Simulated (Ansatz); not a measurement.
The system is Al.

```xyz
2
Lattice="4.4916 0.0000 0.0000 -2.2458 3.8898 0.0000 0.0000 0.0000 2.7226" Properties=species:S:1:pos:R:3 pbc="T T T"
Al    0.0000    2.5932    0.0000
Al    2.2458    1.2966    0.0000
```

The cell was built by a generator and needn't be a form met in nature.

Base run:

- Program: Ansatz 0.2.0
- Functional: PBEsol
- Potentials or basis: Ansatz PAW
- Cutoff: 420 eV (not typed: the program's choice for these potentials)
- k mesh: 7 × 7 × 10
- Occupations: fermi-dirac, width 0.05 eV
- Spin: no spin polarisation

Its results: band gap on the k mesh none (metal or under the smearing width); pressure 0.5 GPa.

Problem. After a change of settings the same cell gave: band gap on the k mesh none (metal or under the smearing width); pressure -0.6 GPa. Which change was it?
A. functional from PBEsol to PBE
B. functional from PBEsol to LDA
C. functional from PBEsol to PBE; occupations from fermi-dirac, width 0.05 eV to gaussian, width 0.011 eV

Solution. B.

LDA binds more tightly than PBEsol, so the same cell stands under less pressure.

Caveats: the PAW data sets come from PBE, with cores solved anew for the run's functional, which leaves a small shift of forces and pressure.
